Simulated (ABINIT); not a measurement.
As:

```
As
1.0
     1.88080    1.08588    3.51406
    -1.88080    1.08588    3.51406
     0.00000   -2.17176    3.51406
As
2
Direct
  0.22600 0.22600 0.22600
  0.77400 0.77400 0.77400
```

Base run:

| Property | Result |
| --- | --- |
| Program | ABINIT 10.8.3 (patched build) |
| Functional | LDA |
| Potentials or basis | PseudoDojo NC SR LDA v0.4.1 standard |
| Cutoff | 1088 eV |
| k mesh | 7 × 7 × 7 |
| Occupations | fermi-dirac, width 0.05 eV |
| Spin | no spin polarisation |

Its results: band gap on the k mesh none (metal or under the smearing width); pressure -1.7 GPa; largest force 0.227 eV/Å.

**Question.** The run is repeated on the same cell with these changes: functional from LDA to r2SCAN; potentials or basis from PseudoDojo NC SR LDA v0.4.1 standard to PseudoDojo NC SR PBE v0.5 standard; cutoff from 1088 eV to 1252 eV. What comes out?

**Answer.** Band gap on the k mesh 0.01 eV, indirect (least direct gap 0.68 eV); pressure 1.2 GPa; largest force 0.043 eV/Å.

Caveats: a meta-GGA on potentials with a model core is unreliable (some runs); the potentials were made for another functional, which shifts forces and pressure (some runs); an odd mesh through Γ misses points on the zone boundary, where band edges often lie (some runs).
